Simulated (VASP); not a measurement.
Wanted: the native input for a VASP 6.6.1 run.

```
Task                   : relaxation of cell and atoms
Functional             : PBE
Potentials or basis    : VASP PAW PBE potentials, release 64 (Hf_pv, N)
Cutoff                 : 600 eV
k mesh                 : 14 × 14 × 14
Occupations            : methfessel-paxton, width 0.1 eV
Spin                   : no spin polarisation
Further INCAR settings : ALGO = Normal; EDIFF = 1e-07; IBRION = 2; EDIFFG = -0.005; NSW = 90; ISIF = 3
```

The structure of HfN lies in POSCAR:

```
HfN                                     
1.0
   -0.0000000000      2.2670663808      2.2670663808
    2.2670663808      0.0000000000      2.2670663808
    2.2670663808      2.2670663808      0.0000000000
  Hf              N             
     1     1
Direct
     0.0000000000000000    0.0000000000000000    0.0000000000000000
     0.5000000000000000    0.5000000000000000    0.5000000000000000
```

The input as run:

INCAR

```
PREC = Accurate ; ENCUT = 600
EDIFF = 1E-7 ; ISMEAR = 1
SIGMA = 0.1 ; LREAL = F
LASPH = T ; NELM = 80
ALGO = Normal ; ISIF = 3
LWAVE = F ; LCHARG = F
GGA = PE ; IBRION = 2
NSW = 90 ; EDIFFG = -0.005
KPAR = 2
```

KPOINTS

```
Automatic mesh
0
Gamma
  14 14 14
```

Potentials or basis: VASP PAW PBE potentials, release 64 (Hf_pv, N).

The run is started by

```sh
$ cat potpaw_PBE.64/Hf_pv/POTCAR potpaw_PBE.64/N/POTCAR > POTCAR
$ mpirun -np 2 vasp_std > vasp.out
```

Results of the run:

```yaml
Pressure_after_relaxing: 0.0 GPa
Band_gap_on_the_k_mesh: none (metal or under the smearing width)
```

Caveat: the relaxation stopped at its first step, so nothing moved.

Run time: 16 s on 2 MPI ranks on Intel(R) Xeon(R) Platinum 8559C (Emerald Rapids), with other jobs on the host, peak memory 0.17 GiB a rank.
